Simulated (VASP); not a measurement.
Ce:

```xyz
1
Lattice="-1.9433 1.9433 1.9433 1.9433 -1.9433 1.9433 1.9433 1.9433 -1.9433" Properties=species:S:1:pos:R:3 pbc="T T T"
Ce    0.0000    0.0000    0.0000
```

This isn't the form of Ce at room conditions, which is fcc.

```yaml
Program: VASP 6.6.1
Task: single point
Functional: PBE
Potentials_or_basis: VASP PAW PBE potentials, release 64 (Ce)
Cutoff: 520 eV
k_mesh: 10 × 10 × 10
Occupations: fermi-dirac, width 0.05 eV
Spin: collinear spin, ferromagnetic start
Starting_moments: "[1.0] μB"
```

On this cell: pressure -0.8 GPa; net moment 1.00 μB per cell; site moments Ce +0.79 μB; band gap on the k mesh none (metal or under the smearing width).

The same run follows on a disturbed copy (cell strained at random at fixed volume):

```
Ce
1.0
    -1.92965    1.98838    1.94753
     1.91087   -2.00598    1.94635
     1.89616    1.97250   -1.96514
Ce
1
Direct
  0.01269 0.01560 0.00024
```

Task: What changes?

Result: The energy (extrapolated to zero smearing) moves by -6.9 meV/atom; pressure -1.0 GPa; net moment 0.94 μB per cell; site moments Ce +0.74 μB; band gap on the k mesh none (metal or under the smearing width).

Stress tensor (GPa, compression positive):
```
-2.87  0.22  0.10
 0.22  0.75  0.11
 0.10  0.11 -0.78
```

The energy falls, though the first cell shows no forces: that form is unstable against this distortion, unless noise or another electronic state is at work.

Caveats: the magnetic or orbital state may not be the lowest; spin-orbit coupling is left out, which moves the levels of the heavy elements.
